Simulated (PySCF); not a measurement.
**1-butanol, C₄H₁₀O**

Molfile (atoms numbered from 1):
```
C4H10O
     RDKit          3D

 15 14  0  0  0  0  0  0  0  0999 V2000
    2.0259    0.4019   -0.4822 C   0  0  0  0  0  0  0  0  0  0  0  0
    0.5135    0.5296   -0.5331 C   0  0  0  0  0  0  0  0  0  0  0  0
   -0.2046   -0.7062   -0.0146 C   0  0  0  0  0  0  0  0  0  0  0  0
   -1.7162   -0.6130   -0.1015 C   0  0  0  0  0  0  0  0  0  0  0  0
   -2.2634    0.4147    0.7006 O   0  0  0  0  0  0  0  0  0  0  0  0
    2.3696    0.2204    0.5396 H   0  0  0  0  0  0  0  0  0  0  0  0
    2.3706   -0.4327   -1.0986 H   0  0  0  0  0  0  0  0  0  0  0  0
    2.5179    1.3078   -0.8430 H   0  0  0  0  0  0  0  0  0  0  0  0
    0.2107    1.4028    0.0560 H   0  0  0  0  0  0  0  0  0  0  0  0
    0.1957    0.7243   -1.5650 H   0  0  0  0  0  0  0  0  0  0  0  0
    0.1186   -1.5819   -0.5906 H   0  0  0  0  0  0  0  0  0  0  0  0
    0.0816   -0.8899    1.0268 H   0  0  0  0  0  0  0  0  0  0  0  0
   -2.1692   -1.5395    0.2587 H   0  0  0  0  0  0  0  0  0  0  0  0
   -2.0205   -0.4900   -1.1513 H   0  0  0  0  0  0  0  0  0  0  0  0
   -2.0169    1.2601    0.3191 H   0  0  0  0  0  0  0  0  0  0  0  0
  1  2  1  0
  2  3  1  0
  3  4  1  0
  4  5  1  0
  1  6  1  0
  1  7  1  0
  1  8  1  0
  2  9  1  0
  2 10  1  0
  3 11  1  0
  3 12  1  0
  4 13  1  0
  4 14  1  0
  5 15  1  0
M  END
```

The calculation used quadratic response CAM-B3LYP/def2-TZVPD first hyperpolarisability, Taylor convention, gas phase (PySCF 2.14.0). Geometry: PBE0-D3(BJ)/def2-TZVP.

Task: Give the tensor of the static β(0;0,0) in the axes of these coordinates.

Result: In au, Taylor convention; rows are the first index (the induced dipole):
|  | xx | yy | zz | xy | xz | yz |
| --- | --- | --- | --- | --- | --- | --- |
| x | -25.3 | -16.3 | -13.4 | +1.1 | +8.8 | -2.8 |
| y | +1.1 | +25.2 | +12.6 | -16.3 | -2.8 | +16.4 |
| z | +8.8 | +16.4 | +21.2 | -2.8 | -13.4 | +12.6 |

Norm of βᵢ = ⅓ Σⱼ (βᵢⱼⱼ + βⱼᵢⱼ + βⱼⱼᵢ): 81.8 au, hyper-Rayleigh value 30.8 au.
